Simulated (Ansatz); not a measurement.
The system is SnO2.

```xyz
6
Lattice="4.7880 0.0000 0.0000 0.0000 4.8666 0.0000 0.0000 0.0000 3.2409" Properties=species:S:1:pos:R:3 pbc="T T T"
Sn    0.0000    0.0000    0.0000
Sn    2.3940    2.4333    1.6204
O     3.3906    3.3042    0.0000
O     0.9966    3.9957    1.6204
O     3.7914    0.8709    1.6204
O     1.3974    1.5624    0.0000
```

The cell is a database's computed one.

Base run:

| Quantity | Value |
| --- | --- |
| Program | Ansatz 0.2.0 |
| Functional | PBEsol |
| Potentials or basis | Ansatz PAW |
| Cutoff | 420 eV (not typed: the program's choice for these potentials) |
| k mesh | 5 × 5 × 6 |
| Occupations | fermi-dirac, width 0.05 eV |
| Spin | no spin polarisation |

Its results: band gap on the k mesh 0.73 eV, direct; pressure -6.3 GPa; largest force 0.117 eV/Å.

Question: After a change of settings the same cell gave: band gap on the k mesh 0.83 eV, direct; pressure 4.6 GPa; largest force 0.077 eV/Å. Which change was it?
A. functional from PBEsol to BLYP
B. functional from PBEsol to revPBE
C. functional from PBEsol to RPBE
D. functional from PBEsol to r2SCAN; cutoff from 420 eV (not typed: the program's choice for these potentials) to 500 eV (not typed: the program's choice for these potentials)

Answer: A.

BLYP binds less tightly than PBEsol, so the same cell stands under more pressure.

Caveats: spin-orbit coupling is left out, which moves the levels of the heavy elements; the PAW data sets come from PBE, with cores solved anew for the run's functional, which leaves a small shift of forces and pressure.

Runs at the PBE level aren't shown here.
